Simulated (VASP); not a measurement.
**From VASP inputs to Ansatz: WSe2 (1T (CdI2) bulk)**

INCAR

```
LREAL = .FALSE.
LASPH = .TRUE.
NBANDS = 20
LWAVE = .FALSE.
ISIF = 2
NELM = 120
IBRION = -1
PREC = Accurate
GGA = PE
ISMEAR = -1
EDIFF = 1E-7
SIGMA = 0.02
ENCUT = 520
LCHARG = .FALSE.
NSW = 0
```

KPOINTS

```
KPOINTS created by Atomic Simulation Environment
0
Gamma
12 12 4
0 0 0
```

KPOINTS_OPT

```
special points
8
Reciprocal
0.0000000000 0.0000000000 0.0000000000 1
0.5000000000 0.0000000000 0.0000000000 1
0.3333333333 0.3333333333 0.0000000000 1
0.0000000000 0.0000000000 0.5000000000 1
0.5000000000 0.0000000000 0.5000000000 1
0.3333333333 0.3333333333 0.5000000000 1
0.3333333333 0.3333333333 0.1000000000 1
0.2000000000 0.2000000000 0.5000000000 1
```

POSCAR

```
W  Se
 1.0000000000000000
     3.3153441671493256    0.0000000000293517   -0.0000000000000000
    -1.6576720836000822    2.8711722710252028   -0.0000000000000000
    -0.0000000000000000   -0.0000000000000000    6.5191987535271920
 W   Se
   1   2
Cartesian
  0.0000000000000000 -0.0000000000000000 -0.0000000000000000
 -0.0000000000169462  1.9141148473599190  1.6765317860890214
  1.6576720835661900  0.9570574236946352  4.8426669674381708
```

VASP ran with the recommended PBE PAW datasets (26 valence electrons in the cell).

Question: Translate these files to an Ansatz input.

Answer: 

```yaml
crystal:
  lattice:
    - [3.3153441671, 0.0, 0.0]
    - [-1.6576720836, 2.871172271, 0.0]
    - [0.0, 0.0, 6.5191987535]
  atoms:
    - { symbol: W, position: [0.0, 0.0, 0.0] }
    - { symbol: Se, position: [0.3333333333, 0.6666666667, 0.2571683806] }
    - { symbol: Se, position: [0.6666666667, 0.3333333333, 0.7428316194] }
kpoints:
  mp_grid: { grid: [12, 12, 4] }
  band_path:
    path:
      - [[0.0, 0.0, 0.0], [0.5, 0.0, 0.0], [0.3333333333, 0.3333333333, 0.0], [0.0, 0.0, 0.0], [0.0, 0.0, 0.5], [0.5, 0.0, 0.5], [0.3333333333, 0.3333333333, 0.5], [0.0, 0.0, 0.5]]
      - [[0.5, 0.0, 0.5], [0.5, 0.0, 0.0]]
      - [[0.3333333333, 0.3333333333, 0.0], [0.3333333333, 0.3333333333, 0.5]]
    npoints: 10
hamiltonian:
  xc: pbe
scf:
  occupations: { method: fermi_dirac, width: 0.02 }
  n_extra_bands: 4
output:
  forces: true
  stress: true
  eigenvalues: true
```

Other inputs would serve too.

|  | VASP | Ansatz |
| --- | --- | --- |
| gap between bands v and c | -0.95 eV (bands overlap: a metal) | -0.96 eV (bands overlap: a metal) |
| least direct gap | 0.00 eV | 0.00 eV |
| pressure | 3.4 GPa | 3.1 GPa |
| largest force | 0.38 eV/Å | 0.34 eV/Å |

The two codes use different PAW datasets and cutoffs. VASP's cell holds 26 valence electrons and Ansatz's 46. Ansatz's stress includes a Pulay correction; VASP's doesn't. Ansatz solved a whole band path, VASP its corner points and band edges.
